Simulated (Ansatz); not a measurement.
A nudged elastic band was laid between two geometries of CH$_{4}$N$_{2}$O (8 atoms, charge 0, multiplicity 1).

The calculation used Ansatz, RKS PBE-D4/6-31G*.

* movable images: 7
* climbing image: yes
* spring: 5.0 eV/Å²
* optimiser: quadratic models (default)
* start path: through a guess of the saddle point
* force threshold: 0.05 eV/Å
* iteration limit: 60
* end points: relaxed

First end point:

```xyz
8
Properties=species:S:1:pos:R:3
H -1.634 -1.157 0.284
N -0.769 -0.710 0.583
C -0.275 0.162 -0.392
N 1.054 0.542 -0.175
O -0.942 0.556 -1.347
H -0.100 -1.364 0.993
H 1.313 1.347 -0.744
H 1.353 0.625 0.797
```

Last end point:

```xyz
8
Properties=species:S:1:pos:R:3
H -1.871 -0.323 -0.861
N -0.557 -1.040 0.802
C -0.208 -0.140 -0.048
N 1.006 0.518 -0.215
O -1.087 0.249 -1.018
H 0.205 -1.255 1.458
H 0.947 1.386 -0.748
H 1.567 0.605 0.630
```

Problem. Which bonds break or form, and what moves?

Solution. Bonds broken: H1–N2. Bonds formed: H1–O5.

Problem. Give the energies along the band, and the barrier.

Solution. The forces met the threshold. The highest image is number 4 of 0 to 8, 1.87 eV above the first end and 1.10 eV above the last; the last end lies 0.77 eV above the first. A vibrational analysis at the climbing image gives one clearly imaginary mode, 1733i cm⁻¹: a first-order saddle point. The orbitals stay closed-shell, which can raise the energy where a bond breaks towards radicals; this wasn't checked here.

```json
{"image": "0", "path coordinate (Å)": "0.00", "energy (eV)": "0.00", "H1–N2 (Å)": "1.02", "H1–O5 (Å)": "2.46"}
{"image": "1", "path coordinate (Å)": "0.29", "energy (eV)": "0.07", "H1–N2 (Å)": "1.02", "H1–O5 (Å)": "2.30"}
{"image": "2", "path coordinate (Å)": "0.59", "energy (eV)": "0.44", "H1–N2 (Å)": "1.03", "H1–O5 (Å)": "1.99"}
{"image": "3", "path coordinate (Å)": "0.88", "energy (eV)": "1.27", "H1–N2 (Å)": "1.13", "H1–O5 (Å)": "1.64"}
{"image": "4", "path coordinate (Å)": "1.18", "energy (eV)": "1.87", "H1–N2 (Å)": "1.35", "H1–O5 (Å)": "1.32"}
{"image": "5", "path coordinate (Å)": "1.41", "energy (eV)": "1.53", "H1–N2 (Å)": "1.57", "H1–O5 (Å)": "1.11"}
{"image": "6", "path coordinate (Å)": "1.64", "energy (eV)": "1.09", "H1–N2 (Å)": "1.81", "H1–O5 (Å)": "1.01"}
{"image": "7", "path coordinate (Å)": "1.87", "energy (eV)": "0.85", "H1–N2 (Å)": "2.03", "H1–O5 (Å)": "0.99"}
{"image": "8", "path coordinate (Å)": "2.10", "energy (eV)": "0.77", "H1–N2 (Å)": "2.24", "H1–O5 (Å)": "0.98"}
```

Problem. What is the geometry of the highest image?

Solution. 
```xyz
8
Properties=species:S:1:pos:R:3
H -1.612 -0.652 -0.344
N -0.700 -0.896 0.622
C -0.185 0.015 -0.193
N 1.054 0.595 -0.204
O -1.087 0.287 -1.100
H -0.160 -1.418 1.319
H 1.130 1.433 -0.777
H 1.560 0.635 0.677
```

Problem. What are the harmonic wavenumbers there?

Solution. 1733i, 271, 432, 454, 495, 650, 729, 1030, 1062, 1074, 1142, 1533, 1620, 1640, 2073, 3457, 3511, 3619 cm⁻¹.

The run took 2.1 min on 1 thread of Arm Neoverse V1 (shared host), peak memory 0.12 GiB.
